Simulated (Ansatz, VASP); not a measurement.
# Cross-check of In6TeO12 (In6TeO12 (R-3)) between VASP and Ansatz, part 2 of 2

Aim: how closely do two programs agree when they are given the same cell, functional and k mesh? The cell is taken from a series of runs on this material, whose earlier steps may have relaxed, scaled, displaced or heated it; both programs get it as it stands.

VASP 6.6.1 and Ansatz 0.2.0.

So far: The structure; Ansatz: relaxation of cell and atoms, PBEsol.

### 3. VASP: relaxation of cell and atoms, PBEsol

Level of this step: PBEsol; plane waves and PAW (In_d, Te, O) (VASP).

The same cell, functional and mesh now go to VASP, with its own data sets.

Lines of VASP's logs that name or quote its potential files are left out, and so is its time.

The input, INCAR:

```
SYSTEM = In6TeO12
PREC = Accurate
ENCUT = 600
EDIFF = 1E-07
NELM = 120
ISMEAR = 0
SIGMA = 0.01
LREAL = .FALSE.
ALGO = Normal
GGA = PS
NBANDS = 97
LORBIT = 11
LWAVE = .FALSE.
LCHARG = .FALSE.
ISIF = 3
IBRION = 2
NSW = 80
EDIFFG = -0.005
LASPH = .TRUE.
GGA_COMPAT = .FALSE.
NELMIN = 4
EFERMI = MIDGAP
KPAR = 4
```

The input, POSCAR:

```
In6TeO12
1.0
    4.7418690000      2.7377190000      3.0115540000
   -4.7418690000      2.7377190000      3.0115540000
    0.0000000000     -5.4754380000      3.0115540000
In Te O
6 1 12
Direct
    0.3937114712      0.6815401733      0.8595474658
    0.6062885288      0.3184598267      0.1404525342
    0.3184597479      0.1404525107      0.6062886311
    0.6815402521      0.8595474893      0.3937113689
    0.8595474479      0.3937115086      0.6815401539
    0.1404525521      0.6062884914      0.3184598461
    0.0000000000      0.0000000000      0.0000000000
    0.0864853282      0.9600225348      0.2996214111
    0.7003786226      0.9135146245      0.0399774788
    0.9600224631      0.2996214693      0.0864853418
    0.5811380564      0.4048894084      0.8244946112
    0.1755054480      0.4188618124      0.5951106636
    0.4048893622      0.8244945854      0.5811381284
    0.8244945520      0.5811381876      0.4048893364
    0.2996213774      0.0864853755      0.9600225212
    0.0399775369      0.7003785307      0.9135146582
    0.5951106378      0.1755054146      0.4188618716
    0.9135146718      0.0399774652      0.7003785889
    0.4188619436      0.5951105916      0.1755053888
```

The input, KPOINTS:

```
Automatic mesh
0
Gamma
5 5 5
0 0 0
```

PAW data sets: In_d, Te and O (PBE family, release 64).

The run is started by

```bash
> mpirun -np 4 vasp_std
```

Numbers of over 12 decimals in the logs are rounded to 6 here.

The program printed:

```text
[banner, memory and clock lines left out]
running    4 mpi-ranks, on    1 nodes
 distrk:  each k-point on    1 cores,    4 groups
 distr:  one band on    1 cores,    1 groups

 POSCAR found type information on POSCAR InTeO
 POSCAR found :  3 types and      19 ions
|                                                                             |
|               ----> ADVICE to this user running VASP <----                  |
|                                                                             |
|     You have a (more or less) 'large supercell' and for larger cells it     |
|     might be more efficient to use real-space projection operators.         |
|     Therefore, try LREAL= Auto in the INCAR file.                           |
|     Mind: For very accurate calculation, you might also keep the            |
|     reciprocal projection scheme (i.e. LREAL=.FALSE.).                      |
|                                                                             |

|                                                                             |
|               ----> ADVICE to this user running VASP <----                  |
|                                                                             |
|     You enforced a specific xc type in the INCAR file but a different       |
|     [... a line on the potential file left out ...]
|     I HOPE YOU KNOW WHAT YOU ARE DOING!                                     |
|                                                                             |

 LDA part: xc-table for (Slater+PW92), standard interpolation
 POSCAR, INCAR and KPOINTS ok, starting setup
 FFT: planning ... GRIDC
 FFT: planning ... GRID_SOFT
 FFT: planning ... GRID
 WAVECAR not read
 entering main loop
       N       E                     dE             d eps       ncg     rms          rms(c)
DAV:   1     0.261445368198E+04    0.26145E+04   -0.74102E+04  4631   0.242E+03
DAV:   2     0.531112514683E+03   -0.20833E+04   -0.19711E+04  4590   0.721E+02
DAV:   3    -0.601946768646E+02   -0.59131E+03   -0.55934E+03  4885   0.307E+02
DAV:   4    -0.129244398600E+03   -0.69050E+02   -0.67905E+02  6044   0.112E+02
DAV:   5    -0.131017700659E+03   -0.17733E+01   -0.17653E+01  5796   0.204E+01    0.345E+01
DAV:   6    -0.113204957270E+03    0.17813E+02   -0.64282E+01  6596   0.568E+01    0.229E+01
DAV:   7    -0.113400083363E+03   -0.19513E+00   -0.65954E+00  4924   0.987E+00    0.733E+00
DAV:   8    -0.113278685452E+03    0.12140E+00   -0.51698E-01  6844   0.326E+00    0.431E+00
DAV:   9    -0.113236897149E+03    0.41788E-01   -0.10357E-01  7076   0.287E+00    0.752E-01
DAV:  10    -0.113232478665E+03    0.44185E-02   -0.29612E-02  6284   0.118E+00    0.297E-01
DAV:  11    -0.113232661219E+03   -0.18255E-03   -0.70207E-03  6844   0.375E-01    0.165E-01
DAV:  12    -0.113232940471E+03   -0.27925E-03   -0.49951E-04  5892   0.132E-01    0.638E-02
DAV:  13    -0.113233014069E+03   -0.73598E-04   -0.14985E-04  5052   0.479E-02    0.339E-02
DAV:  14    -0.113233013871E+03    0.19718E-06   -0.31303E-05  6756   0.312E-02    0.209E-02
DAV:  15    -0.113233014448E+03   -0.57644E-06   -0.13603E-05  5324   0.138E-02    0.115E-02
DAV:  16    -0.113233015663E+03   -0.12150E-05   -0.20166E-06  4900   0.565E-03    0.167E-03
DAV:  17    -0.113233015773E+03   -0.11028E-06   -0.79458E-07  5220   0.382E-03    0.203E-03
DAV:  18    -0.113233015702E+03    0.71221E-07   -0.86545E-08  2924   0.184E-03
   1 F= -.11323302E+03 E0= -.11323302E+03  d E =-.113233E+03
[... from here on, the cycles between the ionic steps are left out ...]
   7 F= -.11325407E+03 E0= -.11325407E+03  d E =-.644016E-03
   8 F= -.11325417E+03 E0= -.11325417E+03  d E =-.103606E-03
   9 F= -.11325421E+03 E0= -.11325421E+03  d E =-.140129E-03
  10 F= -.11325428E+03 E0= -.11325428E+03  d E =-.727993E-04
  11 F= -.11325436E+03 E0= -.11325436E+03  d E =-.154336E-03
  12 F= -.11325442E+03 E0= -.11325442E+03  d E =-.548244E-04
  13 F= -.11325451E+03 E0= -.11325451E+03  d E =-.149192E-03
  14 F= -.11325449E+03 E0= -.11325449E+03  d E =-.122055E-03
  15 F= -.11325454E+03 E0= -.11325454E+03  d E =-.175592E-03
 curvature:  -2.45 expect dE=-0.147E-03 dE for cont linesearch -0.469E-07
 trial: gam= 0.80482 g(F)=  0.394E-04 g(S)=  0.207E-04 ort = 0.169E-05 (trialstep = 0.144E+01)
 search vector abs. value=  0.160E-03
 bond charge predicted
       N       E                     dE             d eps       ncg     rms          rms(c)
DAV:   1    -0.113254414312E+03    0.12615E-03   -0.86115E-02  4462   0.981E-01    0.645E-02
DAV:   2    -0.113254615386E+03   -0.20107E-03   -0.23844E-03  6450   0.218E-01    0.281E-02
DAV:   3    -0.113254603191E+03    0.12195E-04   -0.37344E-05  6156   0.285E-02    0.176E-02
DAV:   4    -0.113254596649E+03    0.65416E-05   -0.13181E-05  6314   0.232E-02    0.378E-03
DAV:   5    -0.113254597148E+03   -0.49879E-06   -0.52523E-06  5356   0.111E-02    0.346E-03
DAV:   6    -0.113254597177E+03   -0.29426E-07   -0.17891E-07  2921   0.262E-03
  16 F= -.11325460E+03 E0= -.11325460E+03  d E =-.567449E-04
 trial-energy change:   -0.000057  1 .order   -0.000057   -0.000089   -0.000026
 step:   2.0646(harm=  2.0270)  dis= 0.00202  next Energy=  -113.254603 (dE=-0.622E-04)
 reached required accuracy - stopping structural energy minimisation
```

Parts of OUTCAR (step 3):

```text
ion  position               nearest neighbor table
   1  0.394  0.682  0.860-  13 2.08  19 2.11  11 2.23   9 2.25  12 2.26  16 2.30  15 2.69   2 3.38
                             6 3.44   3 3.44   4 3.47   5 3.47   7 3.52   3 3.54   6 3.54   5 3.86
   2  0.606  0.318  0.140-  17 2.08  11 2.11  19 2.23  15 2.25  14 2.26  10 2.30   9 2.69   1 3.38
                             5 3.44   4 3.44   3 3.47   6 3.47   7 3.52   4 3.54   5 3.54   6 3.86
   3  0.318  0.140  0.606-  12 2.08  13 2.11  17 2.23   8 2.25  11 2.26  15 2.30  18 2.69   4 3.38
                             1 3.44   5 3.44   2 3.47   6 3.47   7 3.52   1 3.54   5 3.54   6 3.86
   4  0.682  0.860  0.394-  14 2.08  17 2.11  13 2.23  18 2.25  19 2.26   9 2.30   8 2.69   3 3.38
                             2 3.44   6 3.44   1 3.47   5 3.47   7 3.52   2 3.54   6 3.54   5 3.86
   5  0.860  0.394  0.682-  11 2.08  12 2.11  14 2.23  16 2.25  17 2.26  18 2.30  10 2.69   6 3.38
                             2 3.44   3 3.44   1 3.47   4 3.47   7 3.52   2 3.54   3 3.54   1 3.86
   6  0.140  0.606  0.318-  19 2.08  14 2.11  12 2.23  10 2.25  13 2.26   8 2.30  16 2.69   5 3.38
                             1 3.44   4 3.44   2 3.47   3 3.47   7 3.52   1 3.54   4 3.54   2 3.86
   7  0.000  0.000  0.000-   9 1.93  15 1.93   8 1.93  18 1.93  16 1.93  10 1.93   3 3.52   4 3.52
                             1 3.52   2 3.52   5 3.52   6 3.52
   8  0.086  0.960  0.300-   7 1.93   3 2.25   6 2.30   4 2.69
   9  0.700  0.914  0.040-   7 1.93   1 2.25   4 2.30   2 2.69
  10  0.960  0.300  0.086-   7 1.93   6 2.25   2 2.30   5 2.69
  11  0.581  0.405  0.824-   5 2.08   2 2.11   1 2.23   3 2.26
  12  0.176  0.419  0.595-   3 2.08   5 2.11   6 2.23   1 2.26
  13  0.405  0.824  0.581-   1 2.08   3 2.11   4 2.23   6 2.26
  14  0.824  0.581  0.405-   4 2.08   6 2.11   5 2.23   2 2.26
  15  0.300  0.086  0.960-   7 1.93   2 2.25   3 2.30   1 2.69
  16  0.040  0.700  0.914-   7 1.93   5 2.25   1 2.30   6 2.69
  17  0.595  0.176  0.419-   2 2.08   4 2.11   3 2.23   5 2.26
  18  0.914  0.040  0.700-   7 1.93   4 2.25   5 2.30   3 2.69
  19  0.419  0.595  0.176-   6 2.08   1 2.11   2 2.23   4 2.26

  LATTYP: Found a trigonal (rhomboedric) cell.
 ALAT       =     6.2489902214
 COS(alpha) =    -0.1516202587

 Subroutine GETGRP returns: Found  6 space group operations
 (whereof  6 operations were pure point group operations)

The static configuration has the point symmetry S_6 .

 Found     23 irreducible k-points:

   k-points           NKPTS =     23   k-points in BZ     NKDIM =     23   number of bands    NBANDS=     97

   dimension x,y,z NGX =    50 NGY =   50 NGZ =   50
   dimension x,y,z NGXF=   100 NGYF=  100 NGZF=  100

   ENCUT  =  600.0 eV  44.10 Ry    6.64 a.u.  12.48 12.48 12.48*2*pi/ulx,y,z

   NELECT =     156.0000    total number of electrons

 k-points in reciprocal lattice and weights: Automatic mesh
   0.00000000  0.00000000  0.00000000       0.008
   0.20000000  0.00000000 -0.00000000       0.048
   0.40000000  0.00000000  0.00000000       0.048
   0.20000000  0.20000000 -0.00000000       0.048
   0.40000000  0.20000000 -0.00000000       0.048
  -0.40000000  0.00000000 -0.20000000       0.048
  -0.40000000  0.20000000 -0.00000000       0.048
   0.40000000  0.00000000 -0.20000000       0.048
  -0.20000000  0.20000000  0.00000000       0.048
[...]
0.40000000  0.40000000  0.40000000       0.016
  -0.40000000  0.40000000  0.40000000       0.048

 average (electrostatic) potential at core
       1 -92.9264       2 -92.9264       3 -92.9264       4 -92.9264       5 -92.9264
       6 -92.9264       7 -89.4181       8 -68.0643       9 -68.0643      10 -68.0643
      11 -67.7773      12 -67.7773      13 -67.7773      14 -67.7773      15 -68.0643
      16 -68.0643      17 -67.7773      18 -68.0643      19 -67.7773

 E-fermi :   6.1246

 k-point     1 :       0.0000    0.0000    0.0000
  band No.  band energies     occupation
    ...
     74       5.3377      2.00000
     75       5.3377      2.00000
     76       5.3460      2.00000
     77       5.3460      2.00000
     78       5.5445      2.00000
     79       6.7047      0.00000
     80      10.2301      0.00000
     81      11.3426      0.00000
     82      11.3426      0.00000
     83      11.4600      0.00000
    ...

 k-point     2 :       0.2000    0.0000   -0.0000
  band No.  band energies     occupation
    ...
     74       5.2083      2.00000
     75       5.2856      2.00000
     76       5.3168      2.00000
     77       5.3678      2.00000
     78       5.4972      2.00000
     79       7.3966      0.00000
     80      10.0979      0.00000
     81      11.1342      0.00000
     82      11.3531      0.00000
     83      11.4690      0.00000
    ...

 k-point     3 :       0.4000    0.0000    0.0000
  band No.  band energies     occupation
    ...
     74       5.1349      2.00000
     75       5.1706      2.00000
     76       5.2971      2.00000
     77       5.3716      2.00000
     78       5.4864      2.00000
     79       8.5083      0.00000
     80       9.6590      0.00000
     81      10.7378      0.00000
     82      11.4419      0.00000
     83      11.5266      0.00000
    ...

  Total       -0.0103928     -0.0103928      0.0370314      0.0000002      0.0000000     -0.0000000
  in kB       -0.0709651     -0.0709650      0.2528616      0.0000014      0.0000000     -0.0000000
  external PRESSURE =       0.0369772 kB  Pullay stress =       0.0000000 kB

  energy-cutoff  :      600.00
  volume of cell :      234.64
      direct lattice vectors                 reciprocal lattice vectors
     4.741686479  2.737613508  3.012604877     0.105447716  0.060880272  0.110646217
    -4.741686380  2.737613678  3.012604877    -0.105447714  0.060880276  0.110646217
    -0.000000098 -5.475227186  3.012604877    -0.000000002 -0.121760549  0.110646217

 POSITION                                       TOTAL-FORCE (eV/Angst)
 -----------------------------------------------------------------------------------
     -1.36904     -1.76277      5.82590        -0.000968      0.000505     -0.001366
      1.36904      1.76277      3.21191         0.000968     -0.000505      0.001366
      0.84208     -2.06701      3.21191        -0.000921     -0.000586      0.001366
     -0.84208      2.06701      5.82590         0.000921      0.000586     -0.001366
      2.21112     -0.30424      5.82590         0.000046     -0.001091     -0.001366
     -2.21112      0.30424      3.21191        -0.000046      0.001091      0.001366
     -0.00000     -0.00000      0.00000         0.000000     -0.000000      0.000000
     -4.14545      1.20477      4.05792        -0.001156      0.000831      0.001293
     -1.02936      4.19246      4.97990         0.000141      0.001417     -0.001293
      3.11609      2.98768      4.05792         0.001298      0.000586      0.001293
      0.83076     -1.81655      5.45193         0.002339     -0.000778     -0.002538
     -1.15780     -1.62774      3.58589         0.000496     -0.002415      0.002538
     -1.98856      0.18882      5.45193        -0.001844     -0.001637     -0.002538
      1.15780      1.62774      5.45193        -0.000496      0.002415     -0.002538
      1.02936     -4.19246      4.05792        -0.000141     -0.001417      0.001293
     -3.11609     -2.98768      4.97990        -0.001298     -0.000586     -0.001293
      1.98856     -0.18882      3.58589         0.001844      0.001637      0.002538
      4.14545     -1.20477      4.97990         0.001156     -0.000831     -0.001293
     -0.83076      1.81655      3.58589        -0.002339      0.000778      0.002538
 -----------------------------------------------------------------------------------
    total drift:                               -0.000000      0.000000     -0.000000

  FREE ENERGIE OF THE ION-ELECTRON SYSTEM (eV)
  ---------------------------------------------------
  free  energy   TOTEN  =      -113.2545971773 eV

  energy  without entropy=     -113.2545971773  energy(sigma->0) =     -113.25459718

 reached required accuracy - stopping structural energy minimisation

 total charge
# of ion       s       p       d       tot
------------------------------------------
    1        0.633   0.632  10.055  11.320
    2        0.633   0.632  10.055  11.320
    3        0.633   0.632  10.055  11.320
    4        0.633   0.632  10.055  11.320
    5        0.633   0.632  10.055  11.320
    6        0.633   0.632  10.055  11.320
    7        1.206   1.568   0.496   3.270
    8        1.567   3.438   0.000   5.005
    9        1.567   3.438   0.000   5.005
   10        1.567   3.438   0.000   5.005
   11        1.557   3.444   0.000   5.001
   12        1.557   3.444   0.000   5.001
   13        1.557   3.444   0.000   5.001
   14        1.557   3.444   0.000   5.001
   15        1.567   3.438   0.000   5.005
   16        1.567   3.438   0.000   5.005
   17        1.557   3.444   0.000   5.001
   18        1.567   3.438   0.000   5.005
   19        1.557   3.444   0.000   5.001
--------------------------------------------------
tot         23.752  46.652  60.826 131.230

[... 3 further parts left out ...]
```

The run keeps the 6 symmetry operations of its start, so it cannot find a distortion of lower symmetry.

### 4. Side by side

Known differences besides the potentials themselves: fixed occupations in Ansatz, narrow Gaussian smearing in VASP; the data sets hold 166 valence electrons in Ansatz (on its default PAW (the set named soft_2) files) and 156 in VASP; the cutoff is 420 eV in Ansatz and 600 eV in VASP; Ansatz makes its cores anew for this functional, VASP keeps those of its PBE data sets; Ansatz adds a Pulay correction to the stress that steers its cell, VASP none. Total energies have different zeros and are not compared.

The two programs side by side:

| quantity | Ansatz | VASP | difference |
| --- | --- | --- | --- |
| volume (Å³) | 234.28 | 234.64 | -0.15 % |
| edge a after relaxation, in the typed setting (Å) | 6.246 | 6.249 | -0.05 % |

### 5. Summary of results

| Quantity | Value |
| --- | --- |
| difference in volume (relaxation of cell and atoms, PBEsol) | -0.15 % |

In words: The difference in volume is -0.15 % (relaxation of cell and atoms, PBEsol), within the 1.2 % picked in this series as the mark of a large difference, as far as the stopping tolerances let one tell. The data sets hold unlike numbers of valence electrons (166 in Ansatz and 156 in VASP), so part of the differences comes from the potentials. How closely two codes agree says nothing of how well the functional describes the real material.

[Lines on the potential files, build, host, timing and source positions are cut from VASP's logs without a mark.]

[Logs are printed without paths, hosts, clocks, repeated set-up lines and the standing remarks that a program may print on its own settings, such as how far it seeks lower states.]

[Hosts, paths, dates, database ids (printed as entryN), source tags and the programs' standing remarks are cut or masked in the printed files.]
